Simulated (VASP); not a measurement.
## From an Ansatz input to VASP: MgO (zincblende)

Ansatz input

```yaml
crystal:
  lattice:
    - [0.0, 2.3060412379, 2.3060412379]
    - [2.3060412379, 0.0, 2.3060412379]
    - [2.3060412379, 2.3060412379, 0.0]
  atoms:
    - { symbol: Mg, position: [0.0, 0.0, 0.0] }
    - { symbol: O, position: [0.25, 0.25, 0.25] }
kpoints:
  mp_grid: { grid: [8, 8, 8] }
hamiltonian:
  xc: pbesol
scf:
  occupations: { method: fermi_dirac, width: 0.02 }
relax:
  f_tol: 0.005
  cell: {}
```

Problem. Translate this input to VASP.

Solution. 

INCAR

```
ISMEAR = -1
SIGMA = 0.02
LWAVE = .FALSE.
IBRION = 2
NBANDS = 11
LCHARG = .FALSE.
EDIFF = 1E-7
NSW = 40
ISIF = 3
LASPH = .TRUE.
LREAL = .FALSE.
NELM = 120
GGA = PS
PREC = Accurate
ENCUT = 600
EDIFFG = -5E-3
```

KPOINTS

```
KPOINTS created by Atomic Simulation Environment
0
Gamma
8 8 8
0 0 0
```

POSCAR

```
Mg O
 1.0000000000000000
     0.0000000000000000    2.3060412378642976    2.3060412378642976
     2.3060412378642976    0.0000000000000000    2.3060412378642976
     2.3060412378642976    2.3060412378642976    0.0000000000000000
 Mg  O
   1   1
Cartesian
  0.0000000000000000  0.0000000000000000 -0.0000000000000000
  1.1530206189321488  1.1530206189321488  1.1530206189321488
```

VASP ran with the recommended PBE PAW datasets (8 valence electrons in the cell). Other inputs would serve too.

|  | Ansatz | VASP |
| --- | --- | --- |
| relaxed cell vector lengths | 3.235, 3.235, 3.235 Å | 3.231, 3.231, 3.231 Å |
| relaxed cell volume | 23.94 Å³ | 23.85 Å³ |

The two codes use different PAW datasets and cutoffs. VASP's cell holds 8 valence electrons and Ansatz's 16.
